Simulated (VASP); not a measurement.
# VASP 6.6.1 run: ZnSe

INCAR

```
LCHARG = .FALSE.
METAGGA = TPSS
NBANDS = 16
SIGMA = 0.02
ENCUT = 520
ISIF = 2
LASPH = .TRUE.
LREAL = .FALSE.
IBRION = -1
PREC = Accurate
ISMEAR = -1
NELM = 120
NSW = 0
EDIFF = 1E-8
LWAVE = .FALSE.
```

KPOINTS

```
KPOINTS created by Atomic Simulation Environment
0
Gamma
8 8 8
0 0 0
```

POSCAR

```
Zn Se
 1.0000000000000000
     0.0000000000000000    2.8324206844000002    2.9457175117999999
     2.8324206844000002    0.0000000000000000    2.9457175117999999
     2.8324206844000002    2.8324206844000002    0.0000000000000000
 Zn  Se
   1   1
Cartesian
  0.0000000000000000  0.0000000000000000  0.0000000000000000
  1.4162103422000001  1.4162103422000001  1.4728587558999999
```

The recommended PBE PAW datasets give the neutral cell 18 valence electrons.

Command

```
mpirun -np 1 vasp_std
```

Predict the outcome of this run.

It converged. Results: gap between bands v and c on the k mesh 1.30 eV; least direct gap on the k mesh 1.30 eV; pressure -0.9 GPa. Band v is the last that the valence electrons fill when counted band by band, and c is the next.

OSZICAR

```
N       E                     dE             d eps       ncg     rms          rms(c)
DAV:   1     0.711094599185E+02    0.71109E+02   -0.90671E+03  1896   0.134E+03
DAV:   2    -0.179951870740E+02   -0.89105E+02   -0.83729E+02  2080   0.258E+02
DAV:   3    -0.236177719651E+02   -0.56226E+01   -0.55977E+01  2424   0.652E+01
DAV:   4    -0.236635057936E+02   -0.45734E-01   -0.45729E-01  2208   0.606E+00
DAV:   5    -0.236637196577E+02   -0.21386E-03   -0.21386E-03  2520   0.399E-01    0.446E+00
DAV:   6    -0.222169476602E+02    0.14468E+01   -0.34079E+00  1920   0.370E+01    0.327E+00
DAV:   7    -0.221729239969E+02    0.44024E-01   -0.47915E-01  2440   0.659E+00    0.189E+00
DAV:   8    -0.221682271409E+02    0.46969E-02   -0.85905E-02  2056   0.219E+00    0.547E-01
DAV:   9    -0.221702475040E+02   -0.20204E-02   -0.51496E-03  2112   0.535E-01    0.177E-01
DAV:  10    -0.221703797912E+02   -0.13229E-03   -0.11950E-03  2344   0.224E-01    0.692E-02
DAV:  11    -0.221704283533E+02   -0.48562E-04   -0.91975E-05  2416   0.878E-02    0.237E-02
DAV:  12    -0.221705040563E+02   -0.75703E-04   -0.15823E-04  2224   0.842E-02    0.754E-03
DAV:  13    -0.221705077935E+02   -0.37371E-05   -0.10322E-05  2392   0.279E-02    0.597E-03
DAV:  14    -0.221705094604E+02   -0.16670E-05   -0.66237E-06  2248   0.205E-02    0.262E-03
DAV:  15    -0.221705093991E+02    0.61382E-07   -0.18738E-07  2384   0.597E-03    0.351E-04
DAV:  16    -0.221705094377E+02   -0.38619E-07   -0.64650E-08  2400   0.205E-03    0.234E-04
DAV:  17    -0.221705094309E+02    0.67396E-08   -0.10967E-09  1840   0.598E-04
   1 F= -.22170509E+02 E0= -.22170509E+02  d E =-.269328E-10
```

Standard output (part)

```
POSCAR found type information on POSCAR ZnSe
 POSCAR found :  2 types and       2 ions
 LDA part: xc-table for (None), standard interpolation
 POSCAR, INCAR and KPOINTS ok, starting setup
 WAVECAR not read
 entering main loop
```

For comparison, a separate PBE run of the intended cell, on usual settings and not on those above, gives a gap of 1.08 eV on its mesh and a pressure of 0.0 GPa.
